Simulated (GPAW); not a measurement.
# HgSe (F-43m) in GPAW: a series of runs

One crystal, HgSe, is run at these levels: revTPSS, OLYP+D3(BJ); tasks: band structure, equation of state.

All numbers are computed with GPAW 26.7.0; they aren't measurements. Logs are shortened: lines on timing, memory, paths and dates and some standing lists are left out, and cuts for length are marked. The log counts tension as positive stress, the text compression.

**The experiment to reproduce.**

From “The pseudo-binary mercury chalcogenide alloy HgSe0.7S0.3 at high pressure: a mechanism of the zinc blende/cinnabar reconstructive phase transition”, 2002, arxiv:cond-mat/0209548, for a bulk crystal of HgSe: bulk modulus 51.6 ± 0.2 GPa.

The runs below are set against these values where they give the same quantity.

**1. The crystal as given**

Symmetry: F-43m, No. 216, cubic system. The conventional cell has a = 6.078 Å, b = 6.078 Å, c = 6.078 Å, α = 90.00°, β = 90.00°, γ = 90.00°. Hg (site symmetry -43m) has 4 Se at 2.63 Å as nearest neighbours. Se (site symmetry -43m) has 4 Hg at 2.63 Å as nearest neighbours.

**2. Band structure, revTPSS, spin-orbit coupling, no magnetisation**

Input file run.py:

```python
import numpy as np
from ase.dft.bandgap import bandgap
from ase.io import write
from ase.spacegroup import crystal
from ase.units import GPa
from gpaw import GPAW, PW
from gpaw.spinorbit import soc_eigenstates

# Hg 4a
# Se 4c
atoms = crystal(['Hg', 'Se'],
                basis=[[0.0, 0.0, 0.0],
                       [0.25, 0.25, 0.25]],
                spacegroup=216, setting=1,  # F-43m
                cellpar=[6.078, 6.078, 6.078, 90.0, 90.0, 90.0],
                primitive_cell=True)

calc = GPAW(mode=PW(600),
            xc='MGGA_X_REVTPSS+MGGA_C_REVTPSS',
            kpts={'size': (6, 6, 6), 'gamma': True},
            occupations={'name': 'fermi-dirac', 'width': 0.05},
            nbands=18,
            convergence={'density': 1e-05, 'energy': 1e-05},
            eigensolver='davidson',
            maxiter=150,
            txt='gpaw.txt')
atoms.calc = calc
energy = atoms.get_potential_energy()
forces = atoms.get_forces()
stress = atoms.get_stress()
calc.write('gs.gpw')
write('result.traj', atoms)
print(f'Energy: {energy:.6f} eV')
print('Forces (eV/A):')
print(forces.round(4))
print('Stress (GPa):', (stress / GPa).round(3))
print('Fermi level:', round(calc.get_fermi_level(), 4), 'eV')
print(f'Gap: {bandgap(calc)[0]:.4f} eV, direct: {bandgap(calc, direct=True)[0]:.4f} eV')

path = atoms.cell.bandpath('GXWKGLUWLK,UX', npoints=100, eps=1e-4)
bs_calc = calc.fixed_density(kpts=path, symmetry='off', nbands=30,
                             convergence={'bands': 'CBM+6.0', 'eigenstates': 1e-6}, txt='bands.txt')
bs = bs_calc.band_structure()
bs.write('bs.json')
print(f'Gap on the path: {bandgap(bs_calc)[0]:.4f} eV')

soc = soc_eigenstates(bs_calc, theta=54.7, phi=45, ignore_xc_potential=True)
np.savetxt('soc_bands.dat', soc.eigenvalues(), fmt='%.4f')
mesh = soc_eigenstates('gs.gpw', theta=54.7, phi=45, ignore_xc_potential=True)
np.savetxt('soc_mesh.dat', mesh.eigenvalues(), fmt='%.4f')
print('Fermi level with spin-orbit coupling:', round(mesh.fermi_level, 4), 'eV')
```

Potentials or basis: GPAW PAW data sets (gpaw-data 1.2.1), pw.

Command:

```console
$ OMP_NUM_THREADS=1 python run.py
```

gpaw.txt:

```text
__  _  _
 | _ |_)|_||  |
 |__||  | ||/\| - 26.7.0

Input parameters:
  mode=PW(ecut=600.0),
  convergence={'density': 1e-05, 'energy': 1e-05},
  eigensolver=Davidson(niter=2),
  kpts=MonkhorstPack(size=(6, 6, 6), gamma=True),
  maxiter=150,
  nbands=18,
  occupations=Occupations(name='fermi-dirac', width=0.05),
  xc=XC(name='MGGA_X_REVTPSS+MGGA_C_REVTPSS')

Diagonalizing LCAO Hamiltonian
Converting LCAO to pw mode

            Se

       Hg

Atoms  # Å, Bohr magnetons
|   | symbol |        x |        y |        z |    initial magnetic moments |
|---|--------|----------|----------|----------|-----------------------------|
| 0 |     Hg | 0.000000 | 0.000000 | 0.000000 | ( 0.0000,  0.0000,  0.0000) |
| 1 |     Se | 1.519500 | 1.519500 | 1.519500 | ( 0.0000,  0.0000,  0.0000) |

Unit cell  # Å
| periodic |        x |        y |        z |  lengths |    angles |
|----------|----------|----------|----------|----------|-----------|
|      yes | 0.000000 | 3.039000 | 3.039000 | 4.297795 | 60.000000 |
|      yes | 3.039000 | 0.000000 | 3.039000 | 4.297795 | 60.000000 |
|      yes | 3.039000 | 3.039000 | 0.000000 | 4.297795 | 60.000000 |

Number of symmetries: 24
Symmetry operations  # r_c * U_cc + t_c -> r_c
|    | kind |            matrix            |
|----|------|------------------------------|
|  0 |  E   |  1, 0, 0,  0, 1, 0,  0, 0, 1 |
|  1 |  σ   |  1, 0, 0,  0, 0, 1,  0, 1, 0 |
|  2 |  σ   |  1, 0,-1,  0, 1,-1,  0, 0,-1 |
|  3 |  C3  |  1, 0,-1,  0, 0,-1,  0, 1,-1 |
|  4 |  C3  |  1,-1, 0,  0,-1, 1,  0,-1, 0 |
|  5 |  σ   |  1,-1, 0,  0,-1, 0,  0,-1, 1 |
|  6 |  σ   |  0, 1, 0,  1, 0, 0,  0, 0, 1 |
|  7 |  C3  |  0, 1, 0,  0, 0, 1,  1, 0, 0 |
|  8 |  C2  |  0, 1,-1,  1, 0,-1,  0, 0,-1 |
|  9 |  S4  |  0, 1,-1,  0, 0,-1,  1, 0,-1 |
| 10 |  C3  |  0, 0, 1,  1, 0, 0,  0, 1, 0 |
| 11 |  σ   |  0, 0, 1,  0, 1, 0,  1, 0, 0 |
| 12 |  S4  |  0, 0,-1,  1, 0,-1,  0, 1,-1 |
| 13 |  C3  |  0, 0,-1,  0, 1,-1,  1, 0,-1 |
| 14 |  S4  |  0,-1, 1,  1,-1, 0,  0,-1, 0 |
| 15 |  C2  |  0,-1, 1,  0,-1, 0,  1,-1, 0 |
| 16 |  C3  |  0,-1, 0,  1,-1, 0,  0,-1, 1 |
| 17 |  S4  |  0,-1, 0,  0,-1, 1,  1,-1, 0 |
| 18 |  S4  | -1, 1, 0, -1, 0, 1, -1, 0, 0 |
| 19 |  C3  | -1, 1, 0, -1, 0, 0, -1, 0, 1 |
| 20 |  C3  | -1, 0, 1, -1, 1, 0, -1, 0, 0 |
| 21 |  S4  | -1, 0, 1, -1, 0, 0, -1, 1, 0 |
| 22 |  σ   | -1, 0, 0, -1, 1, 0, -1, 0, 1 |
| 23 |  C2  | -1, 0, 0, -1, 0, 1, -1, 1, 0 |

BZ-sampling:
  Number of BZ points: 216
  Number of IBZ points: 16

  Monkhorst-Pack size: [6, 6, 6]
  Monkhorst-Pack shift: [0.08333333333333333, 0.08333333333333333, 0.08333333333333333]

K-points  # in reciprocal-cell coordinates
|     |                                coordinates |     weight |
|-----|--------------------------------------------|------------|
|   0 | (  0.00000000,   0.00000000,   0.00000000) | 0.00462963 |
|   1 | (  0.16666667,   0.16666667,   0.00000000) | 0.02777778 |
|   2 | (  0.16666667,   0.16666667,   0.16666667) | 0.03703704 |
|   3 | (  0.33333333,   0.16666667,   0.16666667) | 0.05555556 |
|   4 | (  0.33333333,   0.33333333,  -0.33333333) | 0.05555556 |
|   5 | (  0.33333333,   0.33333333,   0.00000000) | 0.02777778 |
|   6 | (  0.33333333,   0.33333333,   0.16666667) | 0.11111111 |
|   7 | (  0.33333333,   0.33333333,   0.33333333) | 0.03703704 |
|   8 | (  0.50000000,   0.33333333,  -0.33333333) | 0.11111111 |
|   9 | (  0.50000000,   0.33333333,  -0.16666667) | 0.05555556 |
| ... |                                            |            |
|  15 | (  0.50000000,   0.50000000,   0.50000000) | 0.01851852 |

Plane wave coefficients: 1895
Cutoff: 600.0 eV

Spin-components: 1 (collinear spins)
Bands:           18
Projectors:      11
Spin-degeneracy: 2
Datatype:        complex128

Parallelization:
  kpt:    1
  domain: 1
  band:   1

Density:
  Valence electrons: 24.0
  Components: 1
  Grid points: [25 25 25]
  Charge: 0.0  # |e|

Potential:
  Grid points: [25 25 25]

species:
  Hg:
    name:    Mercury
    Z:       80.0
    valence: 18
    core:    62
    charge:  0.0  # [|e|]
    compensation charges:
      type: gauss
      rc: 0.41  # [Å]
      lmax: 2
    cutoffs:
      filter: 2.17  # [Å]
      core: 2.06  # [Å]
    projectors
    | kind |    occ | energy [eV] | rcut [Å] |
    |------|--------|-------------|----------|
    |   6s |  2.000 |      -6.783 |    1.307 |
    |   5p |  6.000 |     -66.572 |    1.291 |
    |   6p |  0.000 |      -1.056 |    1.291 |
    |   5d | 10.000 |      -9.891 |    1.302 |
    |    s |        |      20.429 |    1.307 |
    |    d |        |      17.320 |    1.302 |

    Using partial waves for Hg as LCAO basis

  Se:
    name:    Selenium
    Z:       34.0
    valence: 6
    core:    28
    charge:  0.0  # [|e|]
    compensation charges:
      type: gauss
      rc: 0.27  # [Å]
      lmax: 2
    cutoffs:
      filter: 1.77  # [Å]
      core: 2.67  # [Å]
    projectors
    | kind |    occ | energy [eV] | rcut [Å] |
    |------|--------|-------------|----------|
    |   4s |  2.000 |     -17.277 |    0.847 |
    |   4p |  4.000 |      -6.512 |    1.005 |
    |    s |        |       9.935 |    0.847 |
    |    p |        |      20.699 |    1.005 |
    |    d |        |       0.000 |    0.847 |

    Using partial waves for Se as LCAO basis

Reference energy: -599259.310858  # eV

eigensolver:
  Davidson
  Converge bands: occupied
  niter=2

density mixing:
  MSR1-Mixer
  Pratt-step length: 0.05
  Maximum mixing coefficient: 0.75
  Old densities: 10
  SVD Regularization: 0.005
  Good broyden scale: 1.0
  Trust region scale: 1.0
  Backstep threshold: 4.0
  History deletion threshold: 6.0
  Fourier metric: weight=20.0, sigma=0.015

occupation numbers:
  Fermi-Dirac:
    width: 0.0500  # eV

poisson solver:
  ecut: 4800.0  # eV

xc functional:
  name: MGGA_X_REVTPSS+MGGA_C_REVTPSS with 2 nearest neighbor stencil

convergence criteria:
- Maximum integral of absolute [dens]ity change: 1e-05 electrons / valence electron
- Maximum [total energy] change in last 3 cyles: 1e-05 eV / valence electron
- Maximum integral of absolute [eigenst]ate change: 4e-08 eV^2 / valence electron
maximum number of iterations: 150

SCF iterations
|iter     | |      energy | eigst |  dens |
|---------|-|-------------|-------|-------|
|iter:   1| |  214.251816 | +2.12 |       |
|iter:   2| |   65.347916 | +1.11 | -0.79 |
|iter:   3| |   63.893129 | +0.09 | -1.31 |
|iter:   4| |   64.006939 | -0.74 | -1.36 |
|iter:   5| |   64.023714 | -1.61 | -1.56 |
|iter:   6| |   64.007710 | -2.44 | -1.79 |
|iter:   7| |   63.997514 | -2.95 | -1.84 |
|iter:   8| |   63.987992 | -3.02 | -2.05 |
|iter:   9| |   63.988392 | -3.82 | -2.34 |
|iter:  10| |   63.991743 | -3.21 | -2.38 |
|iter:  11| |   63.991681 | -3.92 | -2.66 |
|iter:  12| |   63.991545c| -4.67 | -3.09 |
|iter:  13| |   63.991492c| -4.86 | -3.45 |
|iter:  14| |   63.991485c| -5.35 | -4.35 |
|iter:  15| |   63.991480c| -5.51 | -4.61 |
|iter:  16| |   63.991480c| -6.49 | -5.19c|
|iter:  17| |   63.991480c| -6.45 | -5.44c|
|iter:  18| |   63.991480c| -7.79c| -5.83c|

Converged in 18 steps
Energy contributions relative to reference atoms: (reference = -599259.310858)

Energy contributions:
  Kinetic:          28.497993
  Coulomb:         -23.136033
  Zero:             -2.083620
  External:          0.000000
  Xc:               60.713636
  Entropy:          -0.000992
  Spinorbit:         0.000000
  ----------------------------
  Free energy:      63.990984
  Extrapolated:     63.991480

dipole moment: (-24.350312, -24.350312, -24.350312)  # |e|*Ang

Fermi level: 4.387
Eigenvalues  # (at kpt = [0.000, 0.000, 0.000])
| band index |      eig [eV] | occ [0-2] |
|------------|---------------|-----------|
|          0 |       -59.053 |     2.000 |
|        ... |               |           |
|          5 |        -2.956 |     2.000 |
|          6 |        -2.956 |     2.000 |
|          7 |        -2.248 |     2.000 |
|          8 |        -2.248 |     2.000 |
|          9 |         3.675 |     2.000 |
|         10 |         4.349 |     1.357 |
|         11 |         4.349 |     1.357 |
|         12 |         4.349 |     1.357 |
|         13 |        10.044 |     0.000 |
|         14 |        10.044 |     0.000 |
|         15 |        10.044 |     0.000 |
|         16 |        13.093 |     0.000 |
|         17 |        15.880 |     0.000 |

No gap
No difference between direct/indirect transitions

Forces  # eV/Ang
|        x |       y |        z |
|----------|---------|----------|
|  0.00000 | 0.00000 |  0.00000 |  # Hg   0
| -0.00000 | 0.00000 | -0.00000 |  # Se   1

Stress tensor  # eV/Ang^3
|         x |         y |         z |
|-----------|-----------|-----------|
| -0.022120 | -0.000000 |  0.000000 |
| -0.000000 | -0.022120 |  0.000000 |
|  0.000000 |  0.000000 | -0.022120 |

# Writing to gs.gpw (mode='')
```

It took 3.6 min on 1 thread of Arm Neoverse V1, shared host; peak memory 0.48 GiB.

Results:

* Free energy: 63.9910 eV
* Pressure: 3.5 GPa
* Band gap along the path: none (metal or under the smearing width)

Levels at the corners of the path, in eV from the Fermi level:
```tsv
point	band 20	band 21	band 22	band 23	band 24	band 25	band 26	band 27	band 28	band 29
Γ	-0.79	-0.23	-0.23	-0.01	-0.01	-0.01	-0.01	4.62	4.62	6.17
X	-5.03	-2.46	-2.46	-2.41	-2.41	2.86	2.86	2.98	2.98	8.46
W	-5.18	-3.05	-2.72	-2.61	-2.46	3.64	3.83	5.02	5.11	5.79
K	-5.12	-3.13	-2.91	-2.04	-1.95	2.97	3.04	4.48	4.49	7.83
Γ	-0.79	-0.23	-0.23	-0.01	-0.01	-0.01	-0.01	4.62	4.62	6.17
L	-5.59	-1.18	-1.18	-0.97	-0.97	1.22	1.22	6.00	6.00	6.66
U	-5.12	-3.13	-2.91	-2.04	-1.95	2.97	3.04	4.48	4.49	7.83
W	-5.18	-3.05	-2.72	-2.61	-2.46	3.64	3.83	5.02	5.11	5.79
L	-5.59	-1.18	-1.18	-0.97	-0.97	1.22	1.22	6.00	6.00	6.66
K	-5.12	-3.13	-2.91	-2.04	-1.95	2.97	3.04	4.48	4.49	7.83
U	-5.12	-3.13	-2.91	-2.04	-1.95	2.97	3.04	4.48	4.49	7.83
X	-5.03	-2.46	-2.46	-2.41	-2.41	2.86	2.86	2.98	2.98	8.46
```

Caveat: spin-orbit coupling was added after a scalar SCF, so levels and gaps hold it while energy, forces, pressure and moments don't; this program's spin-orbit splittings come out too wide for heavy elements; the PAW data sets were made with another functional, which shifts forces and pressure a little.

**3. Equation of state, OLYP+D3(BJ)**

Input file run.py:

```python
import spglib
from ase import Atoms
from ase.calculators.mixing import SumCalculator
from ase.eos import EquationOfState
from ase.io import Trajectory, read
from ase.units import GPa
from dftd3.ase import DFTD3
from gpaw import GPAW, PW, setup_paths

setup_paths.insert(0, '.')

atoms = read('HgSe.cif')
cell, positions, numbers = spglib.find_primitive(
    (atoms.cell[:], atoms.get_scaled_positions(), atoms.numbers), symprec=1e-4)
atoms = Atoms(numbers, cell=cell, scaled_positions=positions, pbc=True)

traj = Trajectory('eos.traj', 'w')
volumes, energies = [], []
for x in [0.94, 0.96, 0.98, 1.0, 1.02, 1.04, 1.06]:
    a = atoms.copy()
    a.set_cell(atoms.cell * x**(1 / 3), scale_atoms=True)
    calc = GPAW(mode=PW(600),
                xc='GGA_X_OPTX+GGA_C_LYP',
                kpts={'size': (6, 6, 6), 'gamma': True},
                occupations={'name': 'fermi-dirac', 'width': 0.05},
                nbands=18,
                convergence={'density': 1e-05, 'energy': 1e-05},
                eigensolver='davidson',
                maxiter=150,
                txt=f'eos-{x:.2f}.txt')
    a.calc = SumCalculator([calc, DFTD3(method='olyp', damping='d3bj')])
    energies.append(a.get_potential_energy())
    volumes.append(a.get_volume())
    p = -a.get_stress()[:3].mean() / GPa
    calc.write(f'eos-{x:.2f}.gpw')
    traj.write(a)
    print(f'{x:.2f} {volumes[-1]:10.4f} A^3 {energies[-1]:14.6f} eV {p:9.3f} GPa', flush=True)

v0, e0, B = EquationOfState(volumes, energies, eos='birchmurnaghan').fit()
print(f'V0 = {v0:.4f} A^3, E0 = {e0:.6f} eV, B0 = {B / GPa:.2f} GPa')
```

Input file HgSe.cif:

```cif
data_HgSe
_cell_length_a 6.07800000
_cell_length_b 6.07800000
_cell_length_c 6.07800000
_cell_angle_alpha 90.00000000
_cell_angle_beta 90.00000000
_cell_angle_gamma 90.00000000
_space_group_name_H-M_alt 'F-43m'
_space_group_name_Hall 'F -4 2 3'
_space_group_IT_number 216
loop_
_space_group_symop_operation_xyz
'x,y,z'
'y,-x,-z'
'-x,-y,z'
'-y,x,-z'
'x,-y,-z'
'y,x,z'
'-x,y,-z'
'-y,-x,z'
'z,x,y'
'-z,y,-x'
'z,-x,-y'
'-z,-y,x'
'-z,x,-y'
'z,y,x'
'-z,-x,y'
'z,-y,-x'
'y,z,x'
'-x,-z,y'
'-y,z,-x'
'x,-z,-y'
'-y,-z,x'
'x,z,y'
'y,-z,-x'
'-x,z,-y'
'x,y+1/2,z+1/2'
'y,-x+1/2,-z+1/2'
'-x,-y+1/2,z+1/2'
'-y,x+1/2,-z+1/2'
'x,-y+1/2,-z+1/2'
'y,x+1/2,z+1/2'
'-x,y+1/2,-z+1/2'
'-y,-x+1/2,z+1/2'
'z,x+1/2,y+1/2'
'-z,y+1/2,-x+1/2'
'z,-x+1/2,-y+1/2'
'-z,-y+1/2,x+1/2'
'-z,x+1/2,-y+1/2'
'z,y+1/2,x+1/2'
'-z,-x+1/2,y+1/2'
'z,-y+1/2,-x+1/2'
'y,z+1/2,x+1/2'
'-x,-z+1/2,y+1/2'
'-y,z+1/2,-x+1/2'
'x,-z+1/2,-y+1/2'
'-y,-z+1/2,x+1/2'
'x,z+1/2,y+1/2'
'y,-z+1/2,-x+1/2'
'-x,z+1/2,-y+1/2'
'x+1/2,y,z+1/2'
'y+1/2,-x,-z+1/2'
'-x+1/2,-y,z+1/2'
'-y+1/2,x,-z+1/2'
'x+1/2,-y,-z+1/2'
'y+1/2,x,z+1/2'
'-x+1/2,y,-z+1/2'
'-y+1/2,-x,z+1/2'
'z+1/2,x,y+1/2'
'-z+1/2,y,-x+1/2'
'z+1/2,-x,-y+1/2'
'-z+1/2,-y,x+1/2'
'-z+1/2,x,-y+1/2'
'z+1/2,y,x+1/2'
'-z+1/2,-x,y+1/2'
'z+1/2,-y,-x+1/2'
'y+1/2,z,x+1/2'
'-x+1/2,-z,y+1/2'
'-y+1/2,z,-x+1/2'
'x+1/2,-z,-y+1/2'
'-y+1/2,-z,x+1/2'
'x+1/2,z,y+1/2'
'y+1/2,-z,-x+1/2'
'-x+1/2,z,-y+1/2'
'x+1/2,y+1/2,z'
'y+1/2,-x+1/2,-z'
'-x+1/2,-y+1/2,z'
'-y+1/2,x+1/2,-z'
'x+1/2,-y+1/2,-z'
'y+1/2,x+1/2,z'
'-x+1/2,y+1/2,-z'
'-y+1/2,-x+1/2,z'
'z+1/2,x+1/2,y'
'-z+1/2,y+1/2,-x'
'z+1/2,-x+1/2,-y'
'-z+1/2,-y+1/2,x'
'-z+1/2,x+1/2,-y'
'z+1/2,y+1/2,x'
'-z+1/2,-x+1/2,y'
'z+1/2,-y+1/2,-x'
'y+1/2,z+1/2,x'
'-x+1/2,-z+1/2,y'
'-y+1/2,z+1/2,-x'
'x+1/2,-z+1/2,-y'
'-y+1/2,-z+1/2,x'
'x+1/2,z+1/2,y'
'y+1/2,-z+1/2,-x'
'-x+1/2,z+1/2,-y'
loop_
_atom_site_label
_atom_site_type_symbol
_atom_site_symmetry_multiplicity
_atom_site_Wyckoff_symbol
_atom_site_fract_x
_atom_site_fract_y
_atom_site_fract_z
_atom_site_occupancy
Hg1 Hg 4 a 0.0000000000 0.0000000000 0.0000000000 1
Se1 Se 4 c 0.2500000000 0.2500000000 0.2500000000 1
```

Potentials or basis: PAW data sets generated in the run's folder for this functional, pw.

Command:

```console
$ gpaw-setup -f GGA_X_OPTX+GGA_C_LYP Hg Se
$ OMP_NUM_THREADS=1 python run.py
```

Run time: 80 s. Hardware: 1 thread of Arm Neoverse V1, shared host; peak memory 0.26 GiB.

It converged, with:

- Equilibrium volume: 28.19 Å³/atom
- Bulk modulus: 50 GPa
- Pressure derivative of the bulk modulus: 5.2 (rough: it moves with the points fitted)

Energy against volume, from the lowest point:
| volume (Å³/atom) | energy (meV/atom) |
| --- | --- |
| 26.383 | 20.72 |
| 26.944 | 9.33 |
| 27.505 | 2.66 |
| 28.067 | 0.00 |
| 28.628 | 0.95 |
| 29.189 | 5.10 |
| 29.751 | 12.09 |

**4. Against experiment**

Step 3. Measured bulk modulus of HgSe: 51.6 GPa (quoted in “The pseudo-binary mercury chalcogenide alloy HgSe0.7S0.3 at high pressure: a mechanism of the zinc blende/cinnabar reconstructive phase transition”, 2002, arxiv:cond-mat/0209548). This calculation gives 50 GPa (-2.5 %). The fit is for a static lattice scaled at fixed shape and fixed fractional positions.
